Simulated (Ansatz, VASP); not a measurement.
**Two plane-wave programs on NiO**

The input INCAR:

```
SYSTEM = NiO
PREC     = Accurate       ! precision mode
ENCUT    = 600            ! plane-wave cutoff, eV
EDIFF    = 1E-6           ! SCF threshold, eV
ISMEAR   = -1             ! smearing method
SIGMA    = 0.05           ! smearing width, eV
LREAL    = .FALSE.        ! projectors in reciprocal space
LASPH    = .TRUE.         ! aspherical terms in the spheres
NELM     = 150            ! most SCF steps
ALGO     = Fast           ! electronic algorithm
ISIF     = 3              ! what is computed and relaxed
LWAVE    = .FALSE.        ! write WAVECAR
LCHARG   = .FALSE.        ! write CHGCAR
ISPIN    = 2              ! spin polarisation
MAGMOM   = 1 0            ! initial moments
LORBIT   = 11             ! projections on sites
LMAXMIX  = 4              ! l up to which the mixer works
GGA      = PE             ! functional
IBRION   = 2              ! ionic algorithm
NSW      = 60             ! ionic steps
EDIFFG   = -0.02          ! ionic threshold
```

File KPOINTS:

```
Automatic mesh
0
G
  11 11 11
  0 0 0
```

The input POSCAR:

```
NiO
1.0
    0.0000000000      2.0859016414      2.0859016414
    2.0859016414      0.0000000000      2.0859016414
    2.0859016414      2.0859016414      0.0000000000
Ni O
1 1
Direct
    0.0000000000      0.0000000000      0.0000000000
    0.5000000000      0.5000000000      0.5000000000
```

The input input.yaml:

```yaml
crystal:
  lattice:
    - [0.0, 2.0859016414, 2.0859016414]
    - [2.0859016414, 0.0, 2.0859016414]
    - [2.0859016414, 2.0859016414, 0.0]
  atoms:
    - { symbol: Ni, position: [0.0, 0.0, 0.0], spin: 1.0 }
    - { symbol: O, position: [0.5, 0.5, 0.5] }
hamiltonian:
  xc: pbe
  pseudopotentials: { kind: paw }
magnetization:
  spin_polarized: true
kpoints:
  mp_grid: { grid: [11, 11, 11] }
scf:
  occupations: { method: fermi_dirac, width: 0.05 }
output:
  forces: true
  stress: true
relax:
  f_tol: 0.01
  max_steps: 40
  cell: { stress_tol: 0.05 }
```

Alike in both runs: task relaxation of cell and atoms; functional PBE; k mesh 11 × 11 × 11; occupations fermi-dirac, width 0.05 eV; collinear spin, ferromagnetic start.

|  | VASP | Ansatz |
| --- | --- | --- |
| version | VASP 6.6.1 | Ansatz 0.2.0 |
| potentials or method | VASP PAW PBE potentials, release 54 (Ni, O) | Ansatz PAW |
| plane-wave cutoff (eV) | 600 | 420 |
| valence electrons in the cell | 16 | 24 |

Ansatz gave:

- net moment per atom (μB): 0.91
- size of the moment on the site where the two differ most (μB): 0.29
- relaxed volume (Å³/atom): 9.37
- relaxed cell length with the largest relative difference (Å): 2.982
- energy change over the relaxation (meV/atom): -5

Problem. Which values does VASP return?

Solution. net moment per atom (μB): 0.89; size of the moment on the site where the two differ most (μB): 0.27; relaxed volume (Å³/atom): 9.34; relaxed cell length with the largest relative difference (Å): 2.978; energy change over the relaxation (meV/atom): -4.

Site moments also hang on the region over which each program counts them. The two sets of potentials don't hold the same shells in valence.

Caveats: a cell with one magnetic atom can't hold antiferromagnetic order, which such compounds often take; the plane-wave basis is chosen anew once the cell has moved, so the energies of steps on either side of that aren't comparable (Ansatz); the pressure holds a Pulay correction of +0.7 GPa for the finite cutoff (Ansatz). Zero-point motion and thermal expansion aren't in these numbers. PBE usually gives volumes a little too large and moduli too small.
